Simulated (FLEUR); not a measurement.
# Fe (Im-3m) in FLEUR: a series of runs

The runs below take Fe through band structure, equation of state, with SCAN.

All numbers are computed with FLEUR MaX-R8.1 (later development tree); they aren't measurements. Logs are shortened: lines on timing, memory, paths and dates and some standing lists are left out, and cuts for length are marked.

**Experimental background.**

From “Pressure Induced Densification and Compression in a Reprocessed Borosilicate Glass”, 2018, pmc:5793612, for a bulk crystal of Fe: bulk modulus 166.4 GPa.

The runs below are set against these values where they give the same quantity.

**1. The structure**

It takes space group Im-3m (No. 229, cubic). Conventional cell: a = 2.886 Å, b = 2.886 Å, c = 2.886 Å, α = 90.00°, β = 90.00°, γ = 90.00°. Fe (site symmetry m-3m) is surrounded by 8 Fe at 2.50 Å.

**2. Band structure, SCAN, collinear spin, ferromagnetic start**

The input, inp.xml:

```xml
<?xml version="1.0" encoding="UTF-8" standalone="no"?>
<fleurInput fleurInputVersion="0.39">
   <comment>
      Fe                                                                                                  
   </comment>
   <calculationSetup>
      <cutoffs Kmax="4.47" Gmax="13.9" GmaxXC="13.9" numbands="0"/>
      <scfLoop itmax="80" minDistance="0.0001" maxIterBroyd="30" imix="Anderson" alpha="0.05" precondParam="0.0" spinf="2.0" sdNocoIR="T"/>
      <coreElectrons ctail="F" frcor="F" kcrel="0" coretail_lmax="0"/>
      <xcFunctional name="LibXC" relativisticCorrections="F">
         <LibXCName exchange="mgga_x_scan" correlation="mgga_c_scan"/>
         <AuxGGA exchange="117" correlation="130"/>
      </xcFunctional>
      <magnetism jspins="2"/>
      <soc l_soc="F" theta="0.0" phi="0.0" spav="F"/>
      <expertModes spex="0" secvar="F"/>
      <geometryOptimization l_f="F" forcealpha="1.0" forcemix="BFGS" epsdisp="0.00001" epsforce="0.00001"/>
      <ldaU l_linMix="F" mixParam="0.05" spinf="1.0"/>
   </calculationSetup>
   <cell>
      <bzIntegration valenceElectrons="16.0" mode="hist" fermiSmearingEnergy="0.00183747">
         <kPointListSelection listName="default-1"/>
         <!-- k-points included here -->
         <xi:include xmlns:xi="http://www.w3.org/2001/XInclude" href="kpts.xml"> </xi:include>
      </bzIntegration>
      <!-- symmetry operations included here -->
      <xi:include xmlns:xi="http://www.w3.org/2001/XInclude" href="sym.xml"> </xi:include>
      <bulkLattice scale="1.0">
         <bravaisMatrix>
            <row-1>   -2.7268747977977998     2.7268747977977998     2.7268747977977998</row-1>
            <row-2>    2.7268747977977998    -2.7268747977977998     2.7268747977977998</row-2>
            <row-3>    2.7268747977977998     2.7268747977977998    -2.7268747977977998</row-3>
         </bravaisMatrix>
      </bulkLattice>
   </cell>
   <atomSpecies>
      <species name="Iron (Fe) 3.000" element="Fe" atomicNumber="26">
         <mtSphere radius="2.19" gridPoints="725" logIncrement="0.017"/>
         <atomicCutoffs lmax="9" lnonsphr="9"/>
         <electronConfig flipSpins="F">
            <coreConfig>(1s1/2) (2s1/2) (2p1/2) (2p3/2)</coreConfig>
            <valenceConfig>(3s1/2) (3p1/2) (3p3/2) (4s1/2) (3d3/2) (3d5/2)</valenceConfig>
            <stateOccupation state="(3d3/2)" spinUp="1.5" spinDown="0.9"/>
            <stateOccupation state="(3d5/2)" spinUp="3.0" spinDown="0.6"/>
         </electronConfig>
         <energyParameters s="4" p="4" d="3" f="4"/>
         <lo type="SCLO" l="0" n="3" eDeriv="0"/>
         <lo type="SCLO" l="1" n="3" eDeriv="0"/>
         <lo type="SCLO" l="1" n="3" eDeriv="1"/>
         <lo type="SCLO" l="2" n="3" eDeriv="2"/>
         <lo type="SCLO" l="3" n="4" eDeriv="2"/>
      </species>
   </atomSpecies>
   <atomGroups>
      <atomGroup species="Iron (Fe) 3.000">
         <relPos label="                   1">.0000000000 .0000000000 .0000000000</relPos>
         <force calculate="T" relaxXYZ="TTT"/>
      </atomGroup>
   </atomGroups>
   <output dos="F" band="F" slice="F">
      <checks vchk="F" cdinf="F"/>
      <bandDOS minEnergy="-.5*Htr" maxEnergy="0.5*Htr" sigma="0.015" storeEVData="T"/>
      <vacuumDOS vacdos="F" integ="F" star="F" nstars="0" locx1="0.0" locy1="0.0" locx2="0.0" locy2="0.0" nstm="0" tworkf="0.0"/>
      <unfoldingBand unfoldBand="F" supercellX="1" supercellY="1" supercellZ="1"/>
      <plotting iplot="0" polar="F">
         <plot TwoD="T" vec1="  1.0  0.0  0.0" vec2="  0.0  1.0  0.0" vec3="  0.0  0.0  1.0" zero="  0.0  0.0  0.0" file="plot"/>
      </plotting>
      <chargeDensitySlicing numkpt="0" minEigenval="0.0" maxEigenval="0.0" nnne="0" pallst="F"/>
      <specialOutput eonly="F"/>
      <moessbauerParams electricFieldGradient="T" isomerShift="T" coreHyperfine="T" valenceHyperfine="T"/>
      <magneticCircularDichroism mcd="F" energyLo="-10.0" energyUp="0.0"/>
   </output>
  <!-- We include the file relax.xml here to enable relaxations (see documentation) -->
  <xi:include xmlns:xi="http://www.w3.org/2001/XInclude" href="relax.xml"> <xi:fallback/> </xi:include>
</fleurInput>
```

The input, crystal.txt:

```
Fe
&input cartesian=F /
-1.4430000000  1.4430000000  1.4430000000
1.4430000000  -1.4430000000  1.4430000000
1.4430000000  1.4430000000  -1.4430000000
1.8897261246
1.0 1.0 1.0

1
26 0.0000000000  0.0000000000  0.0000000000 : 3.000

&kpt div1=13 div2=13 div3=13 gamma=T /
```

The input, inp.xml (bands):

```
<?xml version="1.0" encoding="UTF-8" standalone="no"?>
<fleurInput fleurInputVersion="0.39">
   <comment>
      Fe                                                                                                  
   </comment>
   <calculationSetup>
      <cutoffs Kmax="4.47" Gmax="13.9" GmaxXC="13.9" numbands="0"/>
      <scfLoop itmax="80" minDistance="0.0001" maxIterBroyd="30" imix="Anderson" alpha="0.05" precondParam="0.0" spinf="2.0" sdNocoIR="T"/>
      <coreElectrons ctail="F" frcor="F" kcrel="0" coretail_lmax="0"/>
      <xcFunctional name="LibXC" relativisticCorrections="F">
         <LibXCName exchange="mgga_x_scan" correlation="mgga_c_scan"/>
         <AuxGGA exchange="117" correlation="130"/>
      </xcFunctional>
      <magnetism jspins="2"/>
      <soc l_soc="F" theta="0.0" phi="0.0" spav="F"/>
      <expertModes spex="0" secvar="F"/>
      <geometryOptimization l_f="F" forcealpha="1.0" forcemix="BFGS" epsdisp="0.00001" epsforce="0.00001"/>
      <ldaU l_linMix="F" mixParam="0.05" spinf="1.0"/>
   </calculationSetup>
   <cell>
      <bzIntegration valenceElectrons="16.0" mode="hist" fermiSmearingEnergy="0.00183747">
         <kPointListSelection listName="path-1"/>
         <!-- k-points included here -->
         <xi:include xmlns:xi="http://www.w3.org/2001/XInclude" href="kpts.xml"> </xi:include>
      </bzIntegration>
      <!-- symmetry operations included here -->
      <xi:include xmlns:xi="http://www.w3.org/2001/XInclude" href="sym.xml"> </xi:include>
      <bulkLattice scale="1.0">
         <bravaisMatrix>
            <row-1>   -2.7268747977977998     2.7268747977977998     2.7268747977977998</row-1>
            <row-2>    2.7268747977977998    -2.7268747977977998     2.7268747977977998</row-2>
            <row-3>    2.7268747977977998     2.7268747977977998    -2.7268747977977998</row-3>
         </bravaisMatrix>
      </bulkLattice>
   </cell>
   <atomSpecies>
      <species name="Iron (Fe) 3.000" element="Fe" atomicNumber="26">
         <mtSphere radius="2.19" gridPoints="725" logIncrement="0.017"/>
         <atomicCutoffs lmax="9" lnonsphr="9"/>
         <electronConfig flipSpins="F">
            <coreConfig>(1s1/2) (2s1/2) (2p1/2) (2p3/2)</coreConfig>
            <valenceConfig>(3s1/2) (3p1/2) (3p3/2) (4s1/2) (3d3/2) (3d5/2)</valenceConfig>
            <stateOccupation state="(3d3/2)" spinUp="1.5" spinDown="0.9"/>
            <stateOccupation state="(3d5/2)" spinUp="3.0" spinDown="0.6"/>
         </electronConfig>
         <energyParameters s="4" p="4" d="3" f="4"/>
         <lo type="SCLO" l="0" n="3" eDeriv="0"/>
         <lo type="SCLO" l="1" n="3" eDeriv="0"/>
         <lo type="SCLO" l="1" n="3" eDeriv="1"/>
         <lo type="SCLO" l="2" n="3" eDeriv="2"/>
         <lo type="SCLO" l="3" n="4" eDeriv="2"/>
      </species>
   </atomSpecies>
   <atomGroups>
      <atomGroup species="Iron (Fe) 3.000">
         <relPos label="                   1">.0000000000 .0000000000 .0000000000</relPos>
         <force calculate="T" relaxXYZ="TTT"/>
      </atomGroup>
   </atomGroups>
   <output dos="F" band="T" slice="F">
      <checks vchk="F" cdinf="F"/>
      <bandDOS minEnergy="-.5*Htr" maxEnergy="0.5*Htr" sigma="0.015" storeEVData="T"/>
      <vacuumDOS vacdos="F" integ="F" star="F" nstars="0" locx1="0.0" locy1="0.0" locx2="0.0" locy2="0.0" nstm="0" tworkf="0.0"/>
      <unfoldingBand unfoldBand="F" supercellX="1" supercellY="1" supercellZ="1"/>
      <plotting iplot="0" polar="F">
         <plot TwoD="T" vec1="  1.0  0.0  0.0" vec2="  0.0  1.0  0.0" vec3="  0.0  0.0  1.0" zero="  0.0  0.0  0.0" file="plot"/>
      </plotting>
      <chargeDensitySlicing numkpt="0" minEigenval="0.0" maxEigenval="0.0" nnne="0" pallst="F"/>
      <specialOutput eonly="F"/>
      <moessbauerParams electricFieldGradient="T" isomerShift="T" coreHyperfine="T" valenceHyperfine="T"/>
      <magneticCircularDichroism mcd="F" energyLo="-10.0" energyUp="0.0"/>
   </output>
  <!-- We include the file relax.xml here to enable relaxations (see documentation) -->
  <xi:include xmlns:xi="http://www.w3.org/2001/XInclude" href="relax.xml"> <xi:fallback/> </xi:include>
</fleurInput>
```

Potentials or basis: all-electron, FLAPW.

The run is started by

```console
$ inpgen -f crystal.txt -profile fastHighL
$ # inp.xml edited to the form shown
$ fleur_MPI
$ fleur_MPI   # second run, on inp.xml (bands)
```

Standard output:

```text
Welcome to FLEUR        (www.flapw.de)
      MaX-Release 8.1          (www.max-centre.eu)
 func_ids         267         263         267         263
 MetaGGA potential functional detected - V_tau will be computed
 Auxiliary Potential for radial basis: exchange=         117  correlation=         130
The functional 'SCAN exchange of Sun, Ruzsinszky, and Perdew' is an exchange functional, it belongs to the 'MGGA' family and is defined in the reference(s):
[1] J. Sun, A. Ruzsinszky, and J. P. Perdew.,  Phys. Rev. Lett. 115, 036402 (2015)
The functional 'SCAN correlation of Sun, Ruzsinszky, and Perdew' is a correlation functional, it belongs to the 'MGGA' family and is defined in the reference(s):
[1] J. Sun, A. Ruzsinszky, and J. P. Perdew.,  Phys. Rev. Lett. 115, 036402 (2015)
 Using same functional for VXC and EXC

 ========== k-point set info ==========
 Selected k-point list: default-1
 k-point list type: mesh
 13 x 13 x 13
 Number of k points: 84

 ------------Calculation Setup---------------------------
 Number of MPI-tasks      :            1
 Number of PE/node        :            1
 Number of OMP-threads    :            1
 Most efficient MPI parallelization for:
           1           2           3           4           6           7          12          14          21          28          42          84
 Additional eigenvalue parallelization possible
 Number of basis functions:          171
 Approximate size of matrices (H+S) per k-point:         0.000 GB
 --------------------------------------------------------
The functional 'Hammer, Hansen, and Norskov' is an exchange functional, it belongs to the 'GGA' family and is defined in the reference(s):
[... 6 lines left out ...]
 Reset of history
 Reset of history
 Iteration:     1   Distance:      27.12473234 me/bohr^3
The functional 'Hammer, Hansen, and Norskov' is an exchange functional, it belongs to the 'GGA' family and is defined in the reference(s):
[1] B. Hammer, L. B. Hansen, and J. K. Nørskov.,  Phys. Rev. B 59, 7413 (1999)
The functional 'Perdew, Burke & Ernzerhof' is a correlation functional, it belongs to the 'GGA' family and is defined in the reference(s):
[1] J. P. Perdew, K. Burke, and M. Ernzerhof.,  Phys. Rev. Lett. 77, 3865 (1996)
[2] J. P. Perdew, K. Burke, and M. Ernzerhof.,  Phys. Rev. Lett. 78, 1396 (1997)
 Using same functional for VXC and EXC
 Iteration:     2   Distance:      26.13393723 me/bohr^3
The functional 'Hammer, Hansen, and Norskov' is an exchange functional, it belongs to the 'GGA' family and is defined in the reference(s):
[1] B. Hammer, L. B. Hansen, and J. K. Nørskov.,  Phys. Rev. B 59, 7413 (1999)
The functional 'Perdew, Burke & Ernzerhof' is a correlation functional, it belongs to the 'GGA' family and is defined in the reference(s):
[1] J. P. Perdew, K. Burke, and M. Ernzerhof.,  Phys. Rev. Lett. 77, 3865 (1996)
[2] J. P. Perdew, K. Burke, and M. Ernzerhof.,  Phys. Rev. Lett. 78, 1396 (1997)
 Using same functional for VXC and EXC
 Iteration:     3   Distance:      24.62637838 me/bohr^3
The functional 'Hammer, Hansen, and Norskov' is an exchange functional, it belongs to the 'GGA' family and is defined in the reference(s):
[1] B. Hammer, L. B. Hansen, and J. K. Nørskov.,  Phys. Rev. B 59, 7413 (1999)
The functional 'Perdew, Burke & Ernzerhof' is a correlation functional, it belongs to the 'GGA' family and is defined in the reference(s):
[1] J. P. Perdew, K. Burke, and M. Ernzerhof.,  Phys. Rev. Lett. 77, 3865 (1996)
[2] J. P. Perdew, K. Burke, and M. Ernzerhof.,  Phys. Rev. Lett. 78, 1396 (1997)
 Using same functional for VXC and EXC
 Iteration:     4   Distance:      11.60957813 me/bohr^3
The functional 'Hammer, Hansen, and Norskov' is an exchange functional, it belongs to the 'GGA' family and is defined in the reference(s):
[1] B. Hammer, L. B. Hansen, and J. K. Nørskov.,  Phys. Rev. B 59, 7413 (1999)
The functional 'Perdew, Burke & Ernzerhof' is a correlation functional, it belongs to the 'GGA' family and is defined in the reference(s):
[1] J. P. Perdew, K. Burke, and M. Ernzerhof.,  Phys. Rev. Lett. 77, 3865 (1996)
[2] J. P. Perdew, K. Burke, and M. Ernzerhof.,  Phys. Rev. Lett. 78, 1396 (1997)
 Using same functional for VXC and EXC
 Iteration:     5   Distance:       5.35516119 me/bohr^3
The functional 'Hammer, Hansen, and Norskov' is an exchange functional, it belongs to the 'GGA' family and is defined in the reference(s):
[... 74 lines left out ...]
 Using same functional for VXC and EXC
 Iteration:    16   Distance:       0.00059573 me/bohr^3
The functional 'Hammer, Hansen, and Norskov' is an exchange functional, it belongs to the 'GGA' family and is defined in the reference(s):
[1] B. Hammer, L. B. Hansen, and J. K. Nørskov.,  Phys. Rev. B 59, 7413 (1999)
The functional 'Perdew, Burke & Ernzerhof' is a correlation functional, it belongs to the 'GGA' family and is defined in the reference(s):
[1] J. P. Perdew, K. Burke, and M. Ernzerhof.,  Phys. Rev. Lett. 77, 3865 (1996)
[2] J. P. Perdew, K. Burke, and M. Ernzerhof.,  Phys. Rev. Lett. 78, 1396 (1997)
 Using same functional for VXC and EXC
 Iteration:    17   Distance:       0.00063776 me/bohr^3
The functional 'Hammer, Hansen, and Norskov' is an exchange functional, it belongs to the 'GGA' family and is defined in the reference(s):
[1] B. Hammer, L. B. Hansen, and J. K. Nørskov.,  Phys. Rev. B 59, 7413 (1999)
The functional 'Perdew, Burke & Ernzerhof' is a correlation functional, it belongs to the 'GGA' family and is defined in the reference(s):
[1] J. P. Perdew, K. Burke, and M. Ernzerhof.,  Phys. Rev. Lett. 77, 3865 (1996)
[2] J. P. Perdew, K. Burke, and M. Ernzerhof.,  Phys. Rev. Lett. 78, 1396 (1997)
 Using same functional for VXC and EXC
 Iteration:    18   Distance:       0.00045422 me/bohr^3
The functional 'Hammer, Hansen, and Norskov' is an exchange functional, it belongs to the 'GGA' family and is defined in the reference(s):
[1] B. Hammer, L. B. Hansen, and J. K. Nørskov.,  Phys. Rev. B 59, 7413 (1999)
The functional 'Perdew, Burke & Ernzerhof' is a correlation functional, it belongs to the 'GGA' family and is defined in the reference(s):
[1] J. P. Perdew, K. Burke, and M. Ernzerhof.,  Phys. Rev. Lett. 77, 3865 (1996)
[2] J. P. Perdew, K. Burke, and M. Ernzerhof.,  Phys. Rev. Lett. 78, 1396 (1997)
 Using same functional for VXC and EXC
 Iteration:    19   Distance:       0.00005126 me/bohr^3

 ********************************************************************
 Run finished successfully
 Stop message:
   all done
 ********************************************************************
```

It took 39 s on 1 thread of Arm Neoverse V2, shared host; peak memory 0.1 GiB.

What came out:

- Free energy: -34642.6639 eV
- Band gap along the path: none (metal or under the smearing width)
- Net moment: 2.65 μB per cell
- Site moments: Fe +2.76 μB
- Valence electrons inside the program's atomic spheres: Fe 14.55 (radii Fe 2.19 bohr)

Levels at the corners of the path, in eV from the Fermi level:
Spin up:
| point | band 7 | band 8 | band 9 | band 10 | band 11 | band 12 |
| --- | --- | --- | --- | --- | --- | --- |
| Γ | -2.76 | -2.76 | -1.66 | -1.66 | 24.61 | 24.61 |
| H | -0.52 | -0.52 | -0.52 | 9.68 | 9.68 | 9.68 |
| N | -1.59 | -1.49 | -0.28 | 0.31 | 6.75 | 18.14 |
| Γ | -2.76 | -2.76 | -1.66 | -1.66 | 24.61 | 24.61 |
| P | -3.60 | -1.46 | -1.46 | 8.22 | 8.22 | 8.22 |
| H | -0.52 | -0.52 | -0.52 | 9.68 | 9.68 | 9.68 |
| P | -3.60 | -1.46 | -1.46 | 8.22 | 8.22 | 8.22 |
| N | -1.59 | -1.49 | -0.28 | 0.31 | 6.75 | 18.14 |
Spin down:
```tsv
point	band 3	band 4	band 5	band 6	band 7	band 8	band 9	band 10
Γ	-52.34	-52.34	-8.38	0.24	0.24	0.24	2.60	2.60
H	-52.64	-52.64	-2.25	-2.25	3.05	3.05	3.05	9.75
N	-52.48	-52.34	-3.24	-1.08	0.48	2.37	2.87	3.36
Γ	-52.34	-52.34	-8.38	0.24	0.24	0.24	2.60	2.60
P	-52.54	-52.54	-1.40	-1.40	-1.40	2.92	2.92	9.68
H	-52.64	-52.64	-2.25	-2.25	3.05	3.05	3.05	9.75
P	-52.54	-52.54	-1.40	-1.40	-1.40	2.92	2.92	9.68
N	-52.48	-52.34	-3.24	-1.08	0.48	2.37	2.87	3.36
```

Core levels (eV from the Fermi level):
| atom | levels |
| --- | --- |
| 1 Fe | 1s1/2 -6990.7, 2s1/2 -812.8, 2p1/2 -699.4, 2p3/2 -687.0 |

Caveat: the meta-GGA is that of a development version, with a GGA for the radial functions and cores and without core tails.

**3. Equation of state, SCAN, collinear spin, ferromagnetic start, 11.30 Å³/atom (volume scaled by 0.94)**

Edit inp.xml of step 2 so:

```diff
@@ -6,3 +6,3 @@
    <calculationSetup>
-      <cutoffs Kmax="4.47" Gmax="13.9" GmaxXC="13.9" numbands="0"/>
+      <cutoffs Kmax="4.58" Gmax="14.2" GmaxXC="14.2" numbands="0"/>
       <scfLoop itmax="80" minDistance="0.0001" maxIterBroyd="30" imix="Anderson" alpha="0.05" precondParam="0.0" spinf="2.0" sdNocoIR="T"/>
@@ -27,3 +27,3 @@
       <xi:include xmlns:xi="http://www.w3.org/2001/XInclude" href="sym.xml"> </xi:include>
-      <bulkLattice scale="1.0">
+      <bulkLattice scale="0.9795861087">
          <bravaisMatrix>
@@ -37,3 +37,3 @@
       <species name="Iron (Fe) 3.000" element="Fe" atomicNumber="26">
-         <mtSphere radius="2.19" gridPoints="725" logIncrement="0.017"/>
+         <mtSphere radius="2.14" gridPoints="725" logIncrement="0.017"/>
          <atomicCutoffs lmax="9" lnonsphr="9"/>
```

Potentials or basis: all-electron, FLAPW.

The run is started by

```console
$ inpgen -f crystal.txt -profile fastHighL
$ # inp.xml edited to the form shown
$ fleur_MPI
```

Run time: 39 s. Hardware: 1 thread of Arm Neoverse V2, shared host; peak memory 0.1 GiB.

The run converged. Its results:

```yaml
Free_energy: -34642.6675 eV
Band_gap_on_the_k_mesh: none (metal or under the smearing width)
Net_moment: 2.64 μB per cell
Site_moments: Fe +2.74 μB
Valence_electrons_inside_the_program's_atomic_spheres: Fe 14.49 (radii Fe 2.14 bohr)
```

Caveat: the meta-GGA is that of a development version, with a GGA for the radial functions and cores and without core tails.

**4. Equation of state, SCAN, collinear spin, ferromagnetic start, 11.54 Å³/atom (volume scaled by 0.96)**

Edit inp.xml of step 3 so:

```diff
@@ -27,3 +27,3 @@
       <xi:include xmlns:xi="http://www.w3.org/2001/XInclude" href="sym.xml"> </xi:include>
-      <bulkLattice scale="0.9795861087">
+      <bulkLattice scale="0.9864848297">
          <bravaisMatrix>
```

The run is started by

```console
$ inpgen -f crystal.txt -profile fastHighL
$ # inp.xml edited to the form shown
$ fleur_MPI
```

Wall time 41 s (1 thread of Arm Neoverse V2, shared host); peak memory 0.1 GiB.

It converged, with:

* Free energy: -34642.6725 eV
* Band gap on the k mesh: none (metal or under the smearing width)
* Net moment: 2.65 μB per cell
* Site moments: Fe +2.76 μB
* Valence electrons inside the program's atomic spheres: Fe 14.47 (radii Fe 2.14 bohr)

Caveat: the meta-GGA is that of a development version, with a GGA for the radial functions and cores and without core tails.

**5. Equation of state, SCAN, collinear spin, ferromagnetic start, 12.02 Å³/atom**

Edit inp.xml of step 4 so:

```diff
@@ -27,3 +27,3 @@
       <xi:include xmlns:xi="http://www.w3.org/2001/XInclude" href="sym.xml"> </xi:include>
-      <bulkLattice scale="0.9864848297">
+      <bulkLattice scale="1.0000000000">
          <bravaisMatrix>
```

The run is started by

```console
$ inpgen -f crystal.txt -profile fastHighL
$ # inp.xml edited to the form shown
$ fleur_MPI
```

It took 45 s on 1 thread of Arm Neoverse V2, shared host; peak memory 0.1 GiB.

The run converged. Its results:

| Property | Result |
| --- | --- |
| Free energy | -34642.6638 eV |
| Band gap on the k mesh | none (metal or under the smearing width) |
| Net moment | 2.66 μB per cell |
| Site moments | Fe +2.79 μB |
| Valence electrons inside the program's atomic spheres | Fe 14.42 (radii Fe 2.14 bohr) |

Caveat: the meta-GGA is that of a development version, with a GGA for the radial functions and cores and without core tails.

(Continued in part 2 of 2.)
